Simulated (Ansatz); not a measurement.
**How much does Ta in Cu(111), 2x2 scatter?**

Wanted: the reflection from a plane of defects, Ta in Cu(111), 2x2, and the resistivity it implies.

Method: Ansatz plane-wave DFT, PBE, PAW files; ballistic transport by layer matching (Landauer), zero bias; PAW set soft_1, in the first sound run; inputs show where later runs differ, in Ansatz 0.2.0.

## Step 1: Starting point

The cell holds 44 atoms: 43 Cu and 1 Ta. Its edges and angles: a = 5.112 Å, b = 5.112 Å, c = 23.005 Å, α = 86.8°, β = 93.2°, γ = 120.0°. It derives from Cu. Regions: lead, 24 atoms (24 Cu); scattering region, 20 atoms (19 Cu and 1 Ta). The structure is stacked along c, and the current runs across the ab planes.

## Step 2: Transmission at ideal sites

The defect sits in one plane of the supercell, all atoms on ideal sites; the layers about the cell's end are the lead. The mesh across the current, 12×12, is finer than the density's, because channels open and close sharply across the zone. Energies from -0.1 to 0.1 eV in steps of 0.05 eV are too few for the program's thermal sum, so it prints no conductance; for a metal the transmission near the Fermi level serves, at a fraction of the cost.

input.yaml

```yaml
crystal:
  lattice:
    - [5.1123254594, 0.0, 0.0]
    - [-2.5561627297, 4.4274037203, 0.0]
    - [-1.2780813649, 0.73790062, 22.9580794202]
  atoms:
    - { symbol: Cu, position: [0.0075757576, 0.9924242424, 0.0454545455] }
    - { symbol: Cu, position: [0.0075757576, 0.4924242424, 0.0454545455] }
    - { symbol: Cu, position: [0.5075757576, 0.9924242424, 0.0454545455] }
    - { symbol: Cu, position: [0.5075757576, 0.4924242424, 0.0454545455] }
    - { symbol: Cu, position: [0.1893939394, 0.3106060606, 0.1363636364] }
    - { symbol: Cu, position: [0.1893939394, 0.8106060606, 0.1363636364] }
    - { symbol: Cu, position: [0.6893939394, 0.3106060606, 0.1363636364] }
    - { symbol: Cu, position: [0.6893939394, 0.8106060606, 0.1363636364] }
    - { symbol: Cu, position: [0.3712121212, 0.1287878788, 0.2272727273] }
    - { symbol: Cu, position: [0.3712121212, 0.6287878788, 0.2272727273] }
    - { symbol: Cu, position: [0.8712121212, 0.1287878788, 0.2272727273] }
    - { symbol: Cu, position: [0.8712121212, 0.6287878788, 0.2272727273] }
    - { symbol: Cu, position: [0.053030303, 0.946969697, 0.3181818182] }
    - { symbol: Cu, position: [0.053030303, 0.446969697, 0.3181818182] }
    - { symbol: Cu, position: [0.553030303, 0.946969697, 0.3181818182] }
    - { symbol: Cu, position: [0.553030303, 0.446969697, 0.3181818182] }
    - { symbol: Cu, position: [0.2348484848, 0.2651515152, 0.4090909091] }
    - { symbol: Cu, position: [0.2348484848, 0.7651515152, 0.4090909091] }
    - { symbol: Cu, position: [0.7348484848, 0.2651515152, 0.4090909091] }
    - { symbol: Cu, position: [0.7348484848, 0.7651515152, 0.4090909091] }
    - { symbol: Ta, position: [0.4166666667, 0.0833333333, 0.5] }
    - { symbol: Cu, position: [0.4166666667, 0.5833333333, 0.5] }
    - { symbol: Cu, position: [0.9166666667, 0.0833333333, 0.5] }
    - { symbol: Cu, position: [0.9166666667, 0.5833333333, 0.5] }
    - { symbol: Cu, position: [0.0984848485, 0.9015151515, 0.5909090909] }
    - { symbol: Cu, position: [0.0984848485, 0.4015151515, 0.5909090909] }
    - { symbol: Cu, position: [0.5984848485, 0.9015151515, 0.5909090909] }
    - { symbol: Cu, position: [0.5984848485, 0.4015151515, 0.5909090909] }
    - { symbol: Cu, position: [0.2803030303, 0.2196969697, 0.6818181818] }
    - { symbol: Cu, position: [0.2803030303, 0.7196969697, 0.6818181818] }
    - { symbol: Cu, position: [0.7803030303, 0.2196969697, 0.6818181818] }
    - { symbol: Cu, position: [0.7803030303, 0.7196969697, 0.6818181818] }
    - { symbol: Cu, position: [0.4621212121, 0.0378787879, 0.7727272727] }
    - { symbol: Cu, position: [0.4621212121, 0.5378787879, 0.7727272727] }
    - { symbol: Cu, position: [0.9621212121, 0.0378787879, 0.7727272727] }
    - { symbol: Cu, position: [0.9621212121, 0.5378787879, 0.7727272727] }
    - { symbol: Cu, position: [0.1439393939, 0.8560606061, 0.8636363636] }
    - { symbol: Cu, position: [0.1439393939, 0.3560606061, 0.8636363636] }
    - { symbol: Cu, position: [0.6439393939, 0.8560606061, 0.8636363636] }
    - { symbol: Cu, position: [0.6439393939, 0.3560606061, 0.8636363636] }
    - { symbol: Cu, position: [0.3257575758, 0.1742424242, 0.9545454545] }
    - { symbol: Cu, position: [0.3257575758, 0.6742424242, 0.9545454545] }
    - { symbol: Cu, position: [0.8257575758, 0.1742424242, 0.9545454545] }
    - { symbol: Cu, position: [0.8257575758, 0.6742424242, 0.9545454545] }
kpoints:
  mp_grid: { grid: [5, 5, 1] }
hamiltonian:
  xc: pbe
  pseudopotentials: { kind: paw, azcp: { folder: soft_1 } }
scf:
  occupations: { method: fermi_dirac, width: 0.1 }
output:
  transmission: { leads: [[0, 4]], kmesh: [12, 12], e_range: [-0.1, 0.1], de: 0.05 }
  write_potential: true
  write_density: true
  volumetric_format: npy
  elf: true
```

Launch:

```sh
> ansatz run input.yaml --threads 4 --pin off --max-ram 15360MiB --backend cpu --events-out ev --progress --plain --runs-dir out
```

Numbers of over 12 decimals in the logs are rounded to 6 here.

The program printed:

```text
Engine: ansatz 0.2.0, aarch64-unknown-linux-gnu
Pseudopotentials: kind: paw
Pseudopotential: Cu, paw, valence charge 19, recommended cutoff 420 eV (normal), soft_1/Cu.paw.azcp
Pseudopotential: Ta, paw, valence charge 13, recommended cutoff 420 eV (normal), soft_1/Ta.paw.azcp
Functional definition: PBE
  parameter kappa = 0.804
  parameter beta = 0.066725
  exchange = pbe_x(kappa = kappa, mu = beta*pi^2/3)
  correlation = pbe_c(beta = beta)
Crystal: 44 atoms, lattice volume = 519.641 Å³
Basis set: ecut = 420 eV, 10219 PW (Γ)
Bands: 498, of which v1, the nominal top of the filled ones, is band 415 counted from 1 (414 counted from 0)
Symmetry: 4 space group operations
Space group: C2/m (ITA 12), of the structure as read, at distance tolerance 8.0e-5 Å
k-points: 9 of 25
Non-local potential: Cu, projectors of the file, l = 0: 3, l = 1: 2, l = 2: 3, l = 3: 1
Non-local potential: Ta, projectors of the file, l = 0: 3, l = 1: 2, l = 2: 2, l = 3: 1
PAW form: soft (Blöchl's): semilocal exchange-correlation on the pseudo side does not see the compensation charge
PAW one-centre angular grid: Cu, 590 points (default); XC on 64 Gauss nodes
PAW one-centre angular grid: Ta, 590 points (default); XC on 64 Gauss nodes
Initial density: superposition of atomic densities (chi_scale 0.1, normalization cell, long waves 51 % of neutral atoms (reshape's long-wave potential 1.51 eV rms, cloud 3.02 Å wide))
Initial wavefunctions: pseudopotential atomic-orbital guess
Functional: x = pbe(κ = 0.804, μ = 0.219515), c = pbe(β = 0.066725)
SCF iter   1: F=—  HF=-294879.111750 eV  |F-HF|=—  |Δ(HF+E_count)|=         —  Δρ=3.36e-1  dr2=1.89e3  ethr=3.10e-3  ⟨swp⟩=4.3  Hψ=13242  notcnv=0  defer=31
preconditioner: auto → Kerker (q_TF=auto, 2.950 Å⁻¹)  [metal: Δε(μ)=0.009 eV  Ē_g=8.928 eV  σ=0.100 eV  W_gap=0.02  n_scr=240 (ndim 8)  ℏωp=35.6 eV  f_vac=0.000  D(μ)=41.50/eV (n_scr^D=476)]
SCF iter   2: F=—  HF=-294831.079915 eV  |F-HF|=—  |Δ(HF+E_count)|=    4.80e1  Δρ=1.17e-1  dr2=7.04e2  ethr=3.10e-3  ⟨swp⟩=2.0  Hψ=8574  notcnv=0  defer=503
SCF iter   3: F=—  HF=-294819.041965 eV  |F-HF|=—  |Δ(HF+E_count)|=    1.20e1  Δρ=6.83e-2  dr2=1.98e2  ethr=3.10e-3  ⟨swp⟩=2.0  Hψ=7363  notcnv=0  defer=519
SCF iter   4: F=—  HF=-294815.138872 eV  |F-HF|=—  |Δ(HF+E_count)|=    3.90e0  Δρ=2.68e-2  dr2=4.97e1  ethr=3.10e-3  ⟨swp⟩=2.6  Hψ=6623  notcnv=0  defer=530
SCF iter   5: F=—  HF=-294815.127479 eV  |F-HF|=—  |Δ(HF+E_count)|=   1.14e-2  Δρ=1.28e-2  dr2=8.19e0  ethr=3.10e-3  ⟨swp⟩=2.0  Hψ=5306  notcnv=0  defer=533
SCF iter   6: F=—  HF=-294814.525165 eV  |F-HF|=—  |Δ(HF+E_count)|=   6.02e-1  Δρ=1.06e-2  dr2=1.02e1  ethr=9.87e-4  ⟨swp⟩=2.0  Hψ=6194  notcnv=0  defer=533
SCF iter   7: F=—  HF=-294814.442932 eV  |F-HF|=—  |Δ(HF+E_count)|=   8.22e-2  Δρ=3.82e-3  dr2=2.21e-1  ethr=9.87e-4  ⟨swp⟩=1.8  Hψ=4276  notcnv=0  defer=533
SCF iter   8: F=—  HF=-294814.465407 eV  |F-HF|=—  |Δ(HF+E_count)|=   2.25e-2  Δρ=3.36e-3  dr2=1.74e-1  ethr=2.66e-5  ⟨swp⟩=2.1  Hψ=6706  notcnv=0  defer=531
SCF iter   9: F=—  HF=-294814.462368 eV  |F-HF|=—  |Δ(HF+E_count)|=   3.04e-3  Δρ=1.54e-3  dr2=1.95e-2  ethr=2.10e-5  ⟨swp⟩=1.8  Hψ=3972  notcnv=0  defer=531
SCF iter  10: F=—  HF=-294814.460033 eV  |F-HF|=—  |Δ(HF+E_count)|=   2.33e-3  Δρ=6.11e-4  dr2=1.49e-2  ethr=2.35e-6  ⟨swp⟩=2.1  Hψ=6959  notcnv=0  defer=531
SCF iter  11: F=—  HF=-294814.459630 eV  |F-HF|=—  |Δ(HF+E_count)|=   4.03e-4  Δρ=1.82e-4  dr2=3.73e-4  ethr=1.79e-6  ⟨swp⟩=1.0  Hψ=3951  notcnv=0  defer=531
SCF iter  12: F=—  HF=-294814.459683 eV  |F-HF|=—  |Δ(HF+E_count)|=   5.21e-5  Δρ=1.03e-4  dr2=3.45e-4  ethr=4.49e-8  ⟨swp⟩=2.1  Hψ=5890  notcnv=0  defer=531
SCF iter  13: F=—  HF=-294814.459667 eV  |F-HF|=—  |Δ(HF+E_count)|=   1.52e-5  Δρ=1.06e-4  dr2=4.46e-5  ethr=4.16e-8  ⟨swp⟩=2.1  Hψ=5951  notcnv=0  defer=531
SCF iter  14: F=—  HF=-294814.459509 eV  |F-HF|=—  |Δ(HF+E_count)|=   1.58e-4  Δρ=2.23e-5  dr2=1.75e-5  ethr=5.38e-9  ⟨swp⟩=2.0  Hψ=7121  notcnv=0  defer=531
SCF iter  15: F=—  HF=-294814.459511 eV  |F-HF|=—  |Δ(HF+E_count)|=   1.83e-6  Δρ=1.56e-5  dr2=5.90e-6  ethr=2.10e-9  ⟨swp⟩=2.1  Hψ=5752  notcnv=0  defer=531
SCF iter  16: F=—  HF=-294814.459511 eV  |F-HF|=—  |Δ(HF+E_count)|=   2.42e-7  Δρ=6.06e-6  dr2=7.38e-7  ethr=7.11e-10  ⟨swp⟩=2.0  Hψ=4667  notcnv=0  defer=531
SCF iter  17: F=—  HF=-294814.459511 eV  |F-HF|=—  |Δ(HF+E_count)|=   3.07e-8  Δρ=3.07e-6  dr2=1.18e-7  ethr=8.89e-11  ⟨swp⟩=2.0  Hψ=5950  notcnv=0  defer=531
SCF iter  18: F=-294814.459511 eV  HF=-294814.459511 eV  |F-HF|=3.43e-9  |Δ(HF+E_count)|=   9.37e-9  Δρ=7.85e-7  dr2=3.92e-9  ethr=1.20e-11  ⟨swp⟩=7.6  Hψ=15833  notcnv=0
SCF 1 converged in 18 iterations: F = -294814.459511 eV  dr2 = 3.92e-9
  greatest PAW one-centre occupation: 1.000 electrons in one spin orbital (limit 2), on the Cu atom at site 25 (counted from 0), in its partial waves of l = 0
transmission: 151 of 1505 steps passed
transmission: 303 of 1505 steps passed
[...]
transmission: 1505 of 1505 steps passed
SCF converged after 18 iterations
Free energy (F): -294814.459511 eV
Harris-Foulkes:  -294814.459511 eV  (|F-HF|=3.43e-9)
Internal energy: -294813.872594 eV  (E = F + TS)
E sigma→0 (E₀):  -294814.166052 eV
Entropy (-TS):   -0.586917 eV (-13.339 meV/atom)
Fermi energy:    16.718454 eV
--- Per-component energies (eV) ---
  E_band       = -15699.415513
  E_kinetic    = 11662.173684
  E_local      = -194780.025144  (includes V_loc(G=0)·N_el)
  E_nonlocal   = 38221.965276
  E_hartree    = 82605.268656
  E_xc         = -3296.514802
  E_vxc        = -4075.896115  (∫ρ·V_xc dr)
  E_paw        = -86324.900585  (= ΣΔE_a)
  E_vpaw       = -31938.220253  (= ΣTr[D̂ρ^β])
  E_aug_tail   = 0.044292  (compensation charges beyond the density's cutoff)
  E_ewald      = -142901.883970
  E_smearing   = -0.586917  (= −TS)
  E_closure    = 0.000000  (closes the sum)
  Σ components = -294814.459511   (vs F -294814.459511, Δ=0.00e0)
--- Band table (eV; the first three rows and the last of 9) ---
  k-point 0: bands = [... 411 lower, 16.7517, 16.7707, 16.9369, 17.1023, 17.2516, 17.2889, 17.3161, 17.3689, ... 79 higher]
  k-point 1: bands = [... 411 lower, 16.4132, 16.4485, 16.5429, 16.5792, 16.6507, 16.7516, 16.8706, 16.9666, ... 79 higher]
  k-point 2: bands = [... 411 lower, 16.4557, 16.4983, 16.5361, 16.6269, 16.7138, 16.8041, 16.8894, 16.9500, ... 79 higher]
  k-point 8: bands = [... 411 lower, 16.4431, 16.4848, 16.5188, 16.6041, 16.6228, 16.8641, 16.8813, 16.8817, ... 79 higher]
--- Transmission ---
  basis      : 199 plane waves across, 35 finite elements along
  points     : 43, standing for a mesh of 12 x 12
  energies   : 5 from -0.100000 to 0.100000 eV about the Fermi level, 0.050000 eV apart; the leads are filled to 0.000000 eV, and channels, transmission and decay are at 0.000000 eV
  crystal 0  : Cu4, at the sites [0, 4], period 2.0871 Å, over 20.87 Å; its Hamiltonian steps by up to 3.5 meV
    offset         : up to 0.0000 Å between an atom of the period and one for which it stands
    channels       : 3.145833e0 a spin
    conductance    : none, the energies end too early or step too widely for 300 K: set another output.transmission.e_range or a lower de, or, where they end at an eighth of basis.ecutwfc, a higher one
  junction   : crystal 0 to crystal 0, 0.70 to 21.57 Å
    transmission   : 1.209740e0 a spin
    conductance    : none, the energies end too early or step too widely for 300 K: set another output.transmission.e_range or a lower de, or, where they end at an eighth of basis.ecutwfc, a higher one
```

It took 5.9 min on 4 threads of Arm Neoverse V1, shared host; peak memory 5.1 GiB; 22 min of CPU time.

The column dr2 measures how far the density is from self-consistency, as an energy; F and HF (Harris–Foulkes) agree once it is small.

This step gave:

```yaml
free_energy: -294814.4595 eV
energy_at_zero_smearing: -294814.1661 eV
fermi_energy: 16.72 eV
cell_area: 22.63 Å²
transmission_per_spin_nearest_the_fermi_level: 1.210
open_channels_per_spin_nearest_the_fermi_level: 3.146
step_of_the_lead_s_potential: 3.5 meV
```

Per spin. Table of transmission, zone mean by energy, zero at the Fermi level:

| energy (eV) | transmission, zone mean |
| --- | --- |
| -0.1000 | 1.20 |
| -0.0500 | 1.19 |
| 0.0000 | 1.21 |
| 0.0500 | 1.24 |
| 0.1000 | 1.26 |

Per spin. The open channels, zone mean, lead stays at 3.15 for energy from -0.1 to 0.1 eV.

Transmission over k1 and k2. At 0.0000 eV from the Fermi level.

Ten even steps from '0' (0.44) to '9' (2.08):
```
070440703113
407252704111
242988924211
445899985443
002898898200
777998389977
000289889820
434458999854
211242988924
411140725270
031130704407
704240704240
```
Columns: k1 (b1) from -0.5 to 0.417; rows upwards: k2 (b2) from -0.5 to 0.417.

Open channels over k1 and k2. At 0.0000 eV from the Fermi level.

Values, 12 rows by 12 columns:
```
3.00 4.00 3.00 3.00 3.00 3.00 4.00 3.00 3.00 3.00 3.00 3.00
3.00 3.00 4.00 3.00 3.00 3.00 4.00 3.00 3.00 3.00 3.00 3.00
3.00 3.00 3.00 4.00 3.00 3.00 4.00 3.00 3.00 3.00 3.00 3.00
3.00 3.00 3.00 3.00 3.00 3.00 3.00 3.00 3.00 3.00 3.00 3.00
3.00 3.00 3.00 3.00 3.00 3.00 3.00 3.00 3.00 3.00 3.00 3.00
4.00 4.00 4.00 4.00 3.00 3.00 3.00 3.00 3.00 4.00 4.00 4.00
3.00 3.00 3.00 3.00 3.00 3.00 3.00 3.00 3.00 3.00 3.00 3.00
3.00 3.00 3.00 3.00 3.00 3.00 3.00 3.00 3.00 3.00 3.00 3.00
3.00 3.00 3.00 3.00 3.00 3.00 4.00 3.00 3.00 4.00 3.00 3.00
3.00 3.00 3.00 3.00 3.00 3.00 4.00 3.00 3.00 3.00 4.00 3.00
3.00 3.00 3.00 3.00 3.00 3.00 4.00 3.00 3.00 3.00 3.00 4.00
4.00 3.00 3.00 3.00 3.00 3.00 4.00 3.00 3.00 3.00 3.00 3.00
```
Columns: k1 (b1) from -0.5 to 0.417; rows upwards: k2 (b2) from -0.5 to 0.417.

Valence density in the ca plane at fractional y = 0.083, with atoms of Ta and Cu within 0.2 Å of it. It is the smooth field of the valence electrons, not physical close to the nuclei.

Ten steps, logarithmic in the rise over the least value, from '0' (0 e/Å³) to '9' (49 e/Å³), each cell a mean:
```
00000025531000000000000489620000000000003786
00000148851000000000000489620000000000001453
00000047841000000000000245300000000122100110
00000024420011100001100011000011000243100000
00000001100023310012100000000111000233100111
00000000000024310011100122100011000011001453
00000001100012100000000244320000000000003796
00000025531000000000001344420000000000003786
00000148851000000000001344420000000000001453
00000047841000000000001244310000000122100110
00000024420011100001100112100111000243100000
00000001100023310012100000000111000233100111
00000000000024310011100011100011000011001453
00000001100012100000000246310000000000003796
```
Columns run along c (16.0 Å, from fractional 0.11 to 0.80 of the cell), rows up along a (5.1 Å). Atoms in or near the plane, at fractional coordinates: Ta at (0.50, 0.42), Cu at (0.50, 0.92), Cu at (0.77, 0.46), Cu at (0.77, 0.96).

ELF in the ca plane at fractional y = 0.083, with atoms of Ta and Cu within 0.2 Å of it. It is the smooth field of the valence electrons, not physical close to the nuclei.

Values, 8 rows by 16 columns, each cell a mean:
```
0.23 0.24 0.21 0.20 0.24 0.23 0.25 0.27 0.23 0.39 0.25 0.26 0.24 0.23 0.19 0.26
0.22 0.24 0.23 0.20 0.22 0.20 0.23 0.23 0.20 0.19 0.23 0.19 0.20 0.16 0.21 0.19
0.22 0.22 0.19 0.20 0.17 0.16 0.19 0.18 0.27 0.25 0.24 0.17 0.19 0.15 0.21 0.18
0.20 0.21 0.20 0.21 0.17 0.17 0.20 0.23 0.37 0.54 0.27 0.22 0.21 0.20 0.19 0.27
0.23 0.24 0.21 0.20 0.24 0.21 0.24 0.32 0.51 0.48 0.32 0.27 0.22 0.23 0.20 0.26
0.22 0.24 0.23 0.21 0.22 0.20 0.22 0.27 0.41 0.52 0.25 0.19 0.19 0.16 0.21 0.19
0.22 0.22 0.18 0.21 0.17 0.16 0.19 0.19 0.27 0.26 0.24 0.17 0.19 0.16 0.21 0.18
0.20 0.20 0.20 0.21 0.17 0.17 0.21 0.20 0.21 0.18 0.23 0.21 0.22 0.20 0.19 0.27
```
Columns run along c (16.0 Å, from fractional 0.11 to 0.80 of the cell), rows up along a (5.1 Å). Atoms in or near the plane, at fractional coordinates: Ta at (0.50, 0.42), Cu at (0.50, 0.92), Cu at (0.77, 0.46), Cu at (0.77, 0.96).

Electrostatic potential energy in the ca plane at fractional y = 0.083, with atoms of Ta and Cu within 0.2 Å of it. With pseudopotentials it is smooth inside the atoms' cores, unlike the true potential.

Ten even steps from '0' (-47 eV) to '9' (19 eV), each cell a mean:
```
99999963258999999999998400169999999999995101
99999830027999999999998400279999999989997435
99999840038999999999999733589988999766899888
99999974479987799988899987899877898634799999
99999998899964479986799988899877899645899878
99999999999963479987899866789988999878998424
99999998789976799999998521368999999999995101
99999963258999999999997300158999999999995101
99999830027999999999997300158999999989997435
99999840038999999999998532479988999766899888
99999974479987789988899866789877898634799999
99999998899964479986799988999877899645899878
99999999999963479987899977899988999878998424
99999998789976799999999731489999999999995101
```
Columns run along c (16.0 Å, from fractional 0.11 to 0.80 of the cell; values clipped at the 3rd and 97th percentile), rows up along a (5.1 Å). Atoms in or near the plane, at fractional coordinates: Ta at (0.50, 0.42), Cu at (0.50, 0.92), Cu at (0.77, 0.46), Cu at (0.77, 0.96).

Over the solved energies the transmission per spin lies between 1.19 and 1.26, out of 3.15 channels of the lead on average (up to 3.15).

## Step 3: Resistance at ideal sites

This step: Ansatz plane-wave DFT, PBE, PAW files; ballistic transport by layer matching (Landauer), zero bias; area resistance of the defect plane and resistivity an atomic per cent; PAW set soft_1 (Ansatz 0.2.0).

Numbers from this step:

* area resistance: 1.479 fΩ m²
* T over the leads' mean channel count: 0.3857
* resistivity per at.% scaled from this dense plane, with the factor 3/4 for isotropic scattering: 21.26 µΩ cm

Averaged over the energies near the Fermi level, 38.6 % of the channels pass, which makes 1.48 fΩ m².

By hand, with T and the leads' channels N averaged over the energies near the Fermi level: RA = A (h/2e²)(1/T − 1/N) = 22.63×10⁻²⁰ m² × 12 906 Ω × (1/1.213 − 1/3.146) = 1.48 fΩ m². Per atomic per cent: RA × A / V_atom × 0.01 × 3/4 = 21.3 µΩ cm, with the host's V_atom = 11.81 Å³.

(Continued in part 2 of 3.)

[Logs are printed without paths, hosts, clocks, repeated set-up lines and the standing remarks that a program may print on its own settings, such as how far it seeks lower states.]

[Hosts, paths, dates, database ids (printed as entryN), source tags and the programs' standing remarks are cut or masked in the printed files.]
